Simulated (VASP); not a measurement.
**GaN in VASP: one cell, several levels of theory**

Aim: gap, levels, forces and stress of rocksalt GaN, under -3.0 % biaxial strain in x and y, free along z at fixed geometry. Runs: PBE, r2SCAN. The results are then set beside those of Ansatz 0.2.0 for the same cell. This is a trial cell built on a prototype, not taken from a measured structure, and it needn't be the compound's ground state.

The runs shown are made with VASP 6.6.1. PAW datasets, plane waves. These are computed values for a spin-unpolarised cell that may be hypothetical; none is a measurement.

**1. Starting point**

The cell comes from an earlier relaxation with r2SCAN in another program, then strained, with the atoms relaxed again.

The symmetry is I4/mmm (No. 139, tetragonal); conventional cell a = 2.892 Å, c = 4.354 Å, 9.11 Å³ an atom. Ga has 6 N at 2.05–2.18 Å; N has 6 Ga at 2.05–2.18 Å.

Structure file:

```xyz
2
Lattice="0.0000 2.0453 2.1770 2.0453 0.0000 2.1770 2.0453 2.0453 0.0000" Properties=species:S:1:pos:R:3 pbc="T T T"
Ga    0.0000    0.0000    0.0000
N     2.0453    2.0453    2.1770
```

**2. PBE**

The input, INCAR:

```
ENCUT = 520.000000
SIGMA = 0.020000
EDIFF = 1.00e-07
GGA = PE
PREC = Accurate
IBRION = -1
ISIF = 2
ISMEAR = -1
NBANDS = 16
NELM = 120
NSW = 0
LASPH = .TRUE.
LCHARG = .FALSE.
LWAVE = .FALSE.
LREAL = .FALSE.
```

The input, KPOINTS:

```
KPOINTS created by Atomic Simulation Environment
0
Gamma
10 10 10
0 0 0
```

The input, KPOINTS_OPT:

```
special points
8
Reciprocal
0.0000000000 0.0000000000 0.0000000000 1
0.5000000000 0.0000000000 0.5000000000 1
0.6250000000 0.2500000000 0.6250000000 1
0.3750000000 0.3750000000 0.7500000000 1
0.5000000000 0.5000000000 0.5000000000 1
0.5000000000 0.2500000000 0.7500000000 1
0.1953120000 0.1953120000 0.3906250000 1
0.0000000000 0.5000000000 0.5000000000 1
```

The input, POSCAR:

```
Ga N
 1.0000000000000000
     0.0000000000000000    2.0452597773000001    2.1769953713999999
     2.0452597773000001    0.0000000000000000    2.1769953713999999
     2.0452597773000001    2.0452597773000001    0.0000000000000000
 Ga  N
   1   1
Cartesian
  0.0000000000000000  0.0000000000000000  0.0000000000000000
  2.0452597773000001  2.0452597773000001  2.1769953713999994
```

Potentials: the recommended PBE PAW datasets, 18 valence electrons in the neutral cell.

Started as:

```
$ mpirun -np 1 vasp_std
```

**3. r2SCAN at this geometry**

The input, INCAR:

```
ENCUT = 520.000000
SIGMA = 0.010000
EDIFF = 1.00e-07
ALGO = Normal
METAGGA = R2SCAN
PREC = Accurate
IBRION = -1
ISIF = 2
ISMEAR = 0
NBANDS = 16
NELM = 120
NSW = 0
LASPH = .TRUE.
LCHARG = .FALSE.
LWAVE = .FALSE.
LREAL = .FALSE.
```

KPOINTS is that of step 2.

KPOINTS_OPT is that of step 2.

POSCAR is that of step 2.

**Question.** What will these runs give? Wanted: for each run, gap; pressure; Ansatz: gap; Ansatz: pressure.

The runs gave:

```
 level  gap (eV)  pressure (GPa)  Ansatz: gap (eV)  Ansatz: pressure (GPa)
   PBE      0.54           18.35              0.55                   17.49
r2SCAN      1.05           10.69              1.08                    9.20
```

The gap runs from 0.54 eV (PBE) to 1.05 eV (r2SCAN). At this one volume the pressure spans 10.7 GPa (r2SCAN) to 18.4 GPa (PBE): PBE wants the largest cell and r2SCAN the smallest. The two programs agree on the gap within 0.04 eV, far less than the spread between functionals. The two codes have different PAW datasets and cutoffs.
